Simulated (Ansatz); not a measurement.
**Alloy of GaN and AlN (60 of 64 Ga sites exchanged), 128 atoms**

Aim: relax the alloy cell and compare the gap by PBEsol, HSE06 and r²SCAN.

Program: Ansatz 0.2.0, PAW, plane waves. These are calculated values, not measurements.

## 1. The system as built

128 atoms (60 Al, 4 Ga, 64 N); a = 12.402 Å, b = 12.402 Å, c = 12.402 Å, α = 60.00°, β = 60.00°, γ = 60.00°. All atoms were shaken off their sites by about 0.02 Å along each axis.

The runs, in order: (2) PBEsol cell relaxation at the single k point (½, ½, ½), on 1 × NVIDIA GB200 with 8 threads of Arm Neoverse-V2; (3) HSE06 single point at the Γ point alone, on 1 × NVIDIA GB200 with 8 threads of Arm Neoverse-V2; (4) r²SCAN single point at the Γ point alone, on 1 × NVIDIA GB200 with 8 threads of Arm Neoverse-V2.

## 2. PBEsol relaxation of the cell and the positions

The input, in.yaml:

```yaml
crystal:
  lattice:
    - [0.000000, 8.769891, 8.769891]
    - [8.769891, 0.000000, 8.769891]
    - [8.769891, 8.769891, 0.000000]
  atoms:
    - { symbol: Al, position: [0.001540, 0.000079, 0.999934] }
    - { symbol: Al, position: [0.500095, 0.999674, 0.999304] }
    - { symbol: Al, position: [0.999524, 0.498581, 0.000827] }
    - { symbol: Al, position: [0.999555, 0.001175, 0.497966] }
    - { symbol: Al, position: [0.248673, 0.250284, 0.249424] }
    - { symbol: Al, position: [0.498047, 0.499198, 0.003755] }
    - { symbol: Al, position: [0.503128, 0.999488, 0.501947] }
    - { symbol: Al, position: [0.746707, 0.252575, 0.251115] }
    - { symbol: Al, position: [0.001154, 0.500878, 0.499534] }
    - { symbol: Al, position: [0.249813, 0.247859, 0.752126] }
    - { symbol: Al, position: [0.497626, 0.498153, 0.502400] }
    - { symbol: Al, position: [0.752769, 0.747553, 0.249470] }
    - { symbol: Al, position: [0.749628, 0.247531, 0.751334] }
    - { symbol: Al, position: [0.250553, 0.747727, 0.748359] }
    - { symbol: Al, position: [0.748746, 0.752500, 0.746776] }
    - { symbol: Al, position: [0.999776, 0.998894, 0.250150] }
    - { symbol: Al, position: [0.248666, 0.251646, 0.000112] }
    - { symbol: Al, position: [0.499027, 0.000746, 0.249941] }
    - { symbol: Al, position: [0.751279, 0.250564, 0.997600] }
    - { symbol: Al, position: [0.999315, 0.502272, 0.248797] }
    - { symbol: Al, position: [0.248984, 0.750098, 0.001068] }
    - { symbol: Al, position: [0.000923, 0.000053, 0.748600] }
    - { symbol: Al, position: [0.253074, 0.245858, 0.501669] }
    - { symbol: Al, position: [0.499011, 0.498972, 0.252327] }
    - { symbol: Al, position: [0.749626, 0.750061, 0.000533] }
    - { symbol: Al, position: [0.494742, 0.003449, 0.750843] }
    - { symbol: Al, position: [0.746978, 0.249760, 0.502077] }
    - { symbol: Al, position: [0.998951, 0.497573, 0.752900] }
    - { symbol: Al, position: [0.251340, 0.751239, 0.497978] }
    - { symbol: Al, position: [0.499461, 0.500520, 0.750751] }
    - { symbol: Al, position: [0.752993, 0.749077, 0.500604] }
    - { symbol: Al, position: [0.002878, 0.247051, 0.997775] }
    - { symbol: Al, position: [0.249942, 0.999771, 0.251511] }
    - { symbol: Al, position: [0.499162, 0.249788, 0.003099] }
    - { symbol: Al, position: [0.749243, 0.003715, 0.246630] }
    - { symbol: Al, position: [0.998119, 0.750057, 0.003108] }
    - { symbol: Al, position: [0.000422, 0.248357, 0.499376] }
    - { symbol: Al, position: [0.251017, 0.497443, 0.248854] }
    - { symbol: Al, position: [0.251737, 0.002216, 0.749600] }
    - { symbol: Al, position: [0.502096, 0.251395, 0.495906] }
    - { symbol: Al, position: [0.746563, 0.501182, 0.251271] }
    - { symbol: Al, position: [0.750442, 0.000640, 0.748773] }
    - { symbol: Al, position: [0.999791, 0.750097, 0.500835] }
    - { symbol: Al, position: [0.252370, 0.499679, 0.746599] }
    - { symbol: Al, position: [0.500111, 0.750773, 0.498943] }
    - { symbol: Al, position: [0.248063, 0.000635, 0.001341] }
    - { symbol: Al, position: [0.748397, 0.996273, 0.002340] }
    - { symbol: Al, position: [0.998397, 0.250373, 0.253446] }
    - { symbol: Al, position: [0.249369, 0.501212, 0.997360] }
    - { symbol: Al, position: [0.251892, 0.000320, 0.499264] }
    - { symbol: Al, position: [0.499967, 0.251182, 0.245018] }
    - { symbol: Al, position: [0.750286, 0.499007, 0.000687] }
    - { symbol: Al, position: [0.749353, 0.002275, 0.499546] }
    - { symbol: Al, position: [0.000477, 0.752223, 0.247710] }
    - { symbol: Al, position: [0.247100, 0.502789, 0.499021] }
    - { symbol: Al, position: [0.500488, 0.749132, 0.251073] }
    - { symbol: Al, position: [0.497766, 0.251446, 0.747479] }
    - { symbol: Al, position: [0.748432, 0.500745, 0.497590] }
    - { symbol: Al, position: [0.999807, 0.752628, 0.748827] }
    - { symbol: Al, position: [0.503133, 0.747278, 0.749022] }
    - { symbol: Ga, position: [0.247717, 0.750189, 0.249141] }
    - { symbol: Ga, position: [0.501637, 0.749346, 0.998176] }
    - { symbol: Ga, position: [0.750237, 0.501436, 0.748551] }
    - { symbol: Ga, position: [0.000541, 0.248331, 0.750267] }
    - { symbol: N, position: [0.061537, 0.062151, 0.063433] }
    - { symbol: N, position: [0.562199, 0.059545, 0.064235] }
    - { symbol: N, position: [0.062258, 0.561377, 0.062660] }
    - { symbol: N, position: [0.064085, 0.060501, 0.563430] }
    - { symbol: N, position: [0.312124, 0.311954, 0.313583] }
    - { symbol: N, position: [0.563673, 0.561087, 0.065818] }
    - { symbol: N, position: [0.561897, 0.063112, 0.561971] }
    - { symbol: N, position: [0.813381, 0.311820, 0.311636] }
    - { symbol: N, position: [0.061684, 0.564338, 0.562770] }
    - { symbol: N, position: [0.309737, 0.810921, 0.313418] }
    - { symbol: N, position: [0.312252, 0.312119, 0.815907] }
    - { symbol: N, position: [0.560905, 0.563281, 0.562135] }
    - { symbol: N, position: [0.811678, 0.813603, 0.312119] }
    - { symbol: N, position: [0.813428, 0.312736, 0.810692] }
    - { symbol: N, position: [0.313051, 0.811492, 0.811576] }
    - { symbol: N, position: [0.812194, 0.811834, 0.812119] }
    - { symbol: N, position: [0.059946, 0.063092, 0.315790] }
    - { symbol: N, position: [0.312852, 0.313945, 0.060261] }
    - { symbol: N, position: [0.563304, 0.063969, 0.313141] }
    - { symbol: N, position: [0.809856, 0.313477, 0.066367] }
    - { symbol: N, position: [0.062699, 0.560224, 0.313374] }
    - { symbol: N, position: [0.311920, 0.811398, 0.064294] }
    - { symbol: N, position: [0.062069, 0.061787, 0.814038] }
    - { symbol: N, position: [0.315880, 0.312682, 0.559916] }
    - { symbol: N, position: [0.562977, 0.564278, 0.313217] }
    - { symbol: N, position: [0.814114, 0.812486, 0.062109] }
    - { symbol: N, position: [0.561776, 0.062202, 0.814247] }
    - { symbol: N, position: [0.811808, 0.313641, 0.563482] }
    - { symbol: N, position: [0.065067, 0.559854, 0.812548] }
    - { symbol: N, position: [0.313773, 0.815135, 0.562506] }
    - { symbol: N, position: [0.563337, 0.560784, 0.810025] }
    - { symbol: N, position: [0.812177, 0.812229, 0.562267] }
    - { symbol: N, position: [0.062246, 0.311341, 0.064081] }
    - { symbol: N, position: [0.311301, 0.060129, 0.313236] }
    - { symbol: N, position: [0.564184, 0.312476, 0.060844] }
    - { symbol: N, position: [0.817100, 0.060166, 0.311361] }
    - { symbol: N, position: [0.064294, 0.815973, 0.060732] }
    - { symbol: N, position: [0.062611, 0.310010, 0.562967] }
    - { symbol: N, position: [0.312498, 0.559204, 0.311462] }
    - { symbol: N, position: [0.561612, 0.811942, 0.060377] }
    - { symbol: N, position: [0.315510, 0.058231, 0.812828] }
    - { symbol: N, position: [0.563077, 0.311596, 0.565016] }
    - { symbol: N, position: [0.812865, 0.562499, 0.313328] }
    - { symbol: N, position: [0.811116, 0.062210, 0.813940] }
    - { symbol: N, position: [0.061898, 0.813207, 0.560202] }
    - { symbol: N, position: [0.309543, 0.561672, 0.813578] }
    - { symbol: N, position: [0.560526, 0.814341, 0.561921] }
    - { symbol: N, position: [0.811812, 0.564368, 0.812301] }
    - { symbol: N, position: [0.307697, 0.066751, 0.063776] }
    - { symbol: N, position: [0.812016, 0.061952, 0.063895] }
    - { symbol: N, position: [0.061120, 0.313369, 0.310170] }
    - { symbol: N, position: [0.313884, 0.558366, 0.062884] }
    - { symbol: N, position: [0.310578, 0.060890, 0.566867] }
    - { symbol: N, position: [0.559728, 0.315621, 0.311164] }
    - { symbol: N, position: [0.812201, 0.564993, 0.062307] }
    - { symbol: N, position: [0.815722, 0.060588, 0.560478] }
    - { symbol: N, position: [0.065821, 0.812613, 0.311366] }
    - { symbol: N, position: [0.063156, 0.311734, 0.811913] }
    - { symbol: N, position: [0.312046, 0.562203, 0.564728] }
    - { symbol: N, position: [0.560419, 0.810038, 0.314347] }
    - { symbol: N, position: [0.565546, 0.311534, 0.812012] }
    - { symbol: N, position: [0.813706, 0.562193, 0.561846] }
    - { symbol: N, position: [0.062810, 0.809752, 0.813601] }
    - { symbol: N, position: [0.563147, 0.811962, 0.815202] }
kpoints:
  mp_grid: { grid: [1, 1, 1], shift: [0.5, 0.5, 0.5] }
hamiltonian:
  xc: pbesol
scf:
  occupations: { method: fermi_dirac, width: 0.01 }
relax:
  f_tol: 0.03
  max_steps: 80
  escape_saddle: false
  adjacent_minimum: "off"
  cell: { fix: [shape] }
output:
  forces: true
  eigenvalues: true
  populations: true
```

On the command line:

```
$ ansatz run in.yaml --threads 8 --pin off --max-ram 118750MiB --runs-dir r --events-out ev --progress --plain --backend cuda --devices 0, --max-vram 170GiB
```

The runs that follow: HSE06 single point; r²SCAN single point.

Q: Predict the outcome of this session. Wanted: for each run, top filled to lowest empty.

The runs gave:

| level | time | k points | top filled to lowest empty (eV) |
| --- | --- | --- | --- |
| PBEsol, relaxation | 6.3 s (GPU) | (½, ½, ½) | 4.02 |
| HSE06 | 25 s (GPU) | Γ | 4.52 |
| r²SCAN | 4.8 s (GPU) | Γ | 3.88 |

| quantity | value |
| --- | --- |
| relaxation | 5 recorded steps, 1.76 eV gained |
| largest shift | 0.09 Å (N121) |
| relaxed cell | a = 12.403 Å, b = 12.403 Å, c = 12.403 Å, α = 60.00°, β = 60.00°, γ = 60.00° |
| mean bonds | Al–N 1.896, Ga–N 1.945 Å |

**What this shows.** Relaxation gains 1.76 eV, with shifts up to 0.09 Å (N121), while the volume changes by +0.0 %. The mean lengths of the listed bonds run from Al–N 1.90 Å to Ga–N 1.94 Å. At the same k points, r²SCAN gives a spacing 0.63 eV smaller than the 4.52 eV of HSE06. The relaxation ran on other k points, so part of any difference from the later rows can come from the mesh. Exact exchange costs time: HSE06 ran about 5.1 times as long as r²SCAN on the same kind of device. With one k point the spacing samples only the states that fold onto it, so it can exceed the gap over the zone.
